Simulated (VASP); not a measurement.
Na: relaxation of cell and atoms with PBE

Na:

```xyz
1
Lattice="0.0000 2.5280 2.5280 2.5280 0.0000 2.5280 2.5280 2.5280 0.0000" Properties=species:S:1:pos:R:3 pbc="T T T"
Na    0.0000    0.0000    0.0000
```

This isn't the form of Na at room conditions, which is bcc.

| Quantity | Value |
| --- | --- |
| Program | VASP 6.6.1 |
| Task | relaxation of cell and atoms |
| Functional | PBE |
| Potentials or basis | VASP PAW PBE potentials, release 64 (Na_pv) |
| Cutoff | 600 eV |
| k mesh | 13 × 13 × 13 |
| Occupations | fermi-dirac, width 0.08 eV |
| Spin | no spin polarisation |
| Target pressure | 1.4 GPa |
| Dipole correction | no |
| Further INCAR settings | ALGO = Normal; EDIFF = 1e-07; IBRION = 2; EDIFFG = -0.005; NSW = 32; ISIF = 3 |
| Target pressure | 1.4 GPa |

```json
{
  "Relaxed volume": "32.25 Å³/atom",
  "Relaxed cell": "a = 3.573 Å, b = 3.573 Å, c = 3.573 Å, α = 60.00°, β = 60.00°, γ = 60.00°",
  "Space group after relaxing (to 0.05 Å)": "Fm-3m (No. 225)",
  "Energy change on relaxing (the enthalpy is what falls)": "+0.5 meV/atom",
  "Ionic steps": "2",
  "Pressure after relaxing": "1.4 GPa",
  "Band gap on the k mesh": "none (metal or under the smearing width)"
}
```

The path:
| step | energy change (eV) | largest force (eV/Å) | pressure (GPa) | volume (Å³) |
| --- | --- | --- | --- | --- |
| 1 | 0.0000 | 0.0000 | 1.34 | 32.31 |
| 2 | 0.0005 | 0.0000 | 1.41 | 32.25 |

Final structure:
```cif
data_structure
_symmetry_space_group_name_H-M 'P 1'
_symmetry_Int_Tables_number 1
_cell_length_a 3.5730
_cell_length_b 3.5730
_cell_length_c 3.5730
_cell_angle_alpha 60.000
_cell_angle_beta 60.000
_cell_angle_gamma 60.000
_cell_volume 32.25
loop_
_atom_site_label
_atom_site_type_symbol
_atom_site_fract_x
_atom_site_fract_y
_atom_site_fract_z
_atom_site_occupancy
Na1 Na 0.00000 0.00000 0.00000 1
```

Levels at points of the mesh, in eV from the Fermi level:
| k point | band 1 | band 2 | band 3 | band 4 | band 5 | band 6 | band 7 |
| --- | --- | --- | --- | --- | --- | --- | --- |
| (0.00, 0.00, 0.00) | -24.82 | -24.82 | -24.82 | -3.60 | 11.95 | 11.95 | 11.95 |

Run time: 23 s on 1 thread of Intel(R) Xeon(R) Platinum 8259CL CPU @ 2.50GHz (Skylake/Cascade Lake) (shared host), peak memory 0.17 GiB.

Caveat: the cell is relaxed towards a set pressure, so the enthalpy falls and the energy may rise.
